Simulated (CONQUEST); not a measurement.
Crystal: HgTe (Coloradoite).

```
CELL_PARAMETERS angstrom
4.54599 0.00000 0.00000
0.00000 4.54599 0.00000
0.00000 0.00000 6.42900
ATOMIC_POSITIONS crystal
Hg 0.00000 0.00000 0.00000
Hg 0.50000 0.50000 0.50000
Te 0.00000 0.50000 0.25000
Te 0.50000 0.00000 0.75000
```

Base run:

```yaml
Program: CONQUEST 1.3
Functional: PBE
Potentials_or_basis: PseudoDojo NC PBE, SZP, grid cutoff 120 Ha
k_mesh: 5 × 5 × 4
Occupations: fermi-dirac, width 0.05 eV
Spin: no spin polarisation
```

Its results: band gap on the k mesh none (metal or under the smearing width); pressure 6.9 GPa.

**Question.** The run is repeated on the same cell with these changes: potentials or basis from PseudoDojo NC PBE, SZP, grid cutoff 120 Ha to PseudoDojo NC PBE, DZ, grid cutoff 120 Ha; k mesh from 5 × 5 × 4 to 6 × 6 × 4. What comes out?

**Answer.** Band gap on the k mesh none (metal or under the smearing width); pressure 8.4 GPa.

Caveats: the atomic basis is small; the basis of atomic orbitals isn't converged, which shifts pressures, moduli and gaps.
